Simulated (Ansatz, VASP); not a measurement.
This is a calculation of Ti for VASP 6.6.1.

The input INCAR:

```
PREC = Accurate
ENCUT = 520
EDIFF = 1E-7
ISMEAR = -1
SIGMA = 0.05
LREAL = False
LASPH = True
NELM = 60
ALGO = Normal
ISIF = 2
LWAVE = False
LCHARG = False
GGA = PE
NBANDS = 19
```

Contents of KPOINTS:

```
Automatic mesh
0
Gamma
  9 9 5
```

Contents of POSCAR:

```
Ti
1.0
    2.9500000000      0.0000000000      0.0000000000
   -1.4750000000      2.5547749412      0.0000000000
    0.0000000000      0.0000000000      4.4928000000
Ti
2
Direct
    0.6666666667      0.3333333333      0.7500000000
    0.3333333333      0.6666666667      0.2500000000
```

Potentials or basis: VASP PAW PBE potentials, release 64 (Ti_sv).

Run with:

```sh
$ cat potpaw_PBE.64/Ti_sv/POTCAR > POTCAR
$ mpirun -np 1 vasp_std > vasp.out
```

Q: Translate it to Ansatz 0.2.0. Potentials there: Ansatz PAW.

A: As run (the cutoff follows the program's own potentials):

The input input.yaml:

```yaml
crystal:
  lattice:
    - [2.95, 0.0, 0.0]
    - [-1.475, 2.5547749412, 0.0]
    - [0.0, 0.0, 4.4928]
  atoms:
    - { symbol: Ti, position: [0.6666666667, 0.3333333333, 0.75] }
    - { symbol: Ti, position: [0.3333333333, 0.6666666667, 0.25] }
hamiltonian:
  xc: pbe
  pseudopotentials: { kind: paw }
kpoints:
  mp_grid: { grid: [9, 9, 5] }
scf:
  occupations: { method: fermi_dirac, width: 0.05 }
output:
  forces: true
  stress: true
  eigenvalues: true
```

Potentials or basis: Ansatz PAW.

Command:

```sh
$ ansatz run input.yaml --threads 2 --pin off --max-ram 5632MiB --backend cpu --events-out ev --progress --plain --runs-dir out
```

Both were run:

|  | VASP | Ansatz | Ansatz less VASP |
| --- | --- | --- | --- |
| gap on the k mesh at the Fermi level (eV) | none | none | - |
| pressure (GPa) | 3.0 | 3.3 | +0.32 |
| largest component of the traceless stress (GPa) | 3.27 | 3.28 | +0.010 |

A gap of «none» marks a metal or a gap that the smearing closes.
